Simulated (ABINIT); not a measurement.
**AlV2C: single point with PBE**

AlV2C:

```
V Al C
1.0
     2.88760    0.00000    0.00000
    -1.44380    2.50073    0.00000
     0.00000    0.00000   13.10482
V Al C
4 2 2
Direct
  0.33333 0.66667 0.91362
  0.66667 0.33333 0.08638
  0.66667 0.33333 0.41362
  0.33333 0.66667 0.58638
  0.66667 0.33333 0.75000
  0.33333 0.66667 0.25000
  0.00000 0.00000 0.50000
  0.00000 0.00000 0.00000
```

The cell comes from a database or a generator and needn't be the stable form of this composition.

| Property | Result |
| --- | --- |
| Program | ABINIT 10.8.3 (patched build) |
| Task | single point |
| Functional | PBE |
| Potentials or basis | JTH PAW PBE v2.0 |
| Cutoff | 517 eV |
| k mesh | 11 × 11 × 2 |
| Occupations | fermi-dirac, width 0.05 eV |
| Spin | collinear spin, ferromagnetic start |
| Starting moments | [2.0, 2.0, 2.0, 2.0, 0.0, 0.0, 0.0, 0.0] μB |

```
Pressure                                              : 2.8 GPa
Largest force                                         : 0.109 eV/Å
Band gap on the k mesh                                : none (metal or under the smearing width)
Net moment                                            : 0.00 μB per cell
Valence electrons inside the program's atomic spheres : V 11.33; Al 0.79; C 2.55
```

Forces on the atoms (eV/Å):
```
V    0.000  0.000  0.109
V    0.000  0.000 -0.109
V    0.000  0.000  0.109
V    0.000  0.000 -0.109
Al   0.000  0.000  0.000
Al   0.000  0.000  0.000
C    0.000  0.000  0.000
C    0.000  0.000  0.000
```

Stress tensor (GPa, compression positive):
```
3.07 0.00 0.00
0.00 3.07 0.00
0.00 0.00 2.26
```

Levels at points of the mesh, in eV from the Fermi level:
Spin up:
```
           k point  band 30  band 31  band 32  band 33  band 34  band 35  band 36  band 37
(0.00, 0.00, 0.00)    -0.67    -0.25    -0.25    -0.24    -0.24     0.58     0.58     0.62
(0.00, 0.00, 0.50)    -0.80    -0.25    -0.25    -0.25    -0.25     0.60     0.60     0.60
```
Spin down:
| k point | band 31 | band 32 | band 33 | band 34 | band 35 | band 36 |
| --- | --- | --- | --- | --- | --- | --- |
| (0.00, 0.00, 0.00) | -0.25 | -0.25 | -0.24 | -0.24 | 0.58 | 0.58 |
| (0.00, 0.00, 0.50) | -0.25 | -0.25 | -0.25 | -0.25 | 0.60 | 0.60 |

Run time: 2.5 min on 4 MPI ranks on Arm Neoverse V1, with other jobs on the host, peak memory 0.8 GiB a rank.
